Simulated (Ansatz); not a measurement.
## Pressure coefficients of CaF2

```cif
data_structure
_symmetry_space_group_name_H-M 'Fm-3m'
_symmetry_Int_Tables_number 225
_cell_length_a 5.4625
_cell_length_b 5.4625
_cell_length_c 5.4625
_cell_angle_alpha 90.000
_cell_angle_beta 90.000
_cell_angle_gamma 90.000
_cell_volume 163.00
loop_
_atom_site_label
_atom_site_type_symbol
_atom_site_symmetry_multiplicity
_atom_site_Wyckoff_symbol
_atom_site_fract_x
_atom_site_fract_y
_atom_site_fract_z
_atom_site_occupancy
Ca1 Ca 4 a 0.00000 0.00000 0.00000 1
F1 F 8 c 0.25000 0.75000 0.75000 1
```

The runs use the primitive cell with vectors (0.000, 2.731, 2.731), (2.731, 0.000, 2.731), (2.731, 2.731, 0.000) Å, to which the k mesh refers.

The cell is COD entry 5000222, as deposited and not checked against the literature; nothing was relaxed.

Theory: DFT, PBEsol, all-electron LAPW, scalar-relativistic in Ansatz 0.2.0.

The runs use a Γ-centred 8×8×8 k mesh, Fermi–Dirac smearing of 0.02 eV, basis error target 1 meV/atom, no spin polarisation.

The cell is scaled evenly with fractional coordinates held. Semilocal gaps are too small, but their slopes carry over better.

```csv
V/V(cell),P (GPa),gap on the k mesh (eV)
0.9600,1.58,7.342
0.9800,-0.26,7.221
0.9900,-1.11,7.162
1.0000,-1.91,7.104
1.0100,-2.66,7.047
1.0200,-3.38,6.991
1.0400,-4.69,6.883
1.0600,-5.86,6.778
```

From the rows at 0.9900 and 1.0100, what is the bulk modulus at the cell's volume?

B = −ΔP/Δln V = −[(-2.66) − (-1.11)]/0.02000 = 77.5 GPa.

What are the gap's volume deformation potential and pressure coefficient?

dEg/dln V = (7.047 − 7.162)/0.02000 = -5.75 eV, and dEg/dP = −(dEg/dln V)/B = 74 meV/GPa: pressure widens the gap.

Predict the row at V/V(cell) = 0.9400. How far is a linear estimate of P off?

P = 3.65 GPa, gap 7.467 eV. The linear estimate P(cell) − B ln(V/V(cell)) = 2.89 GPa misses by 0.76 GPa, since the modulus grows under compression.
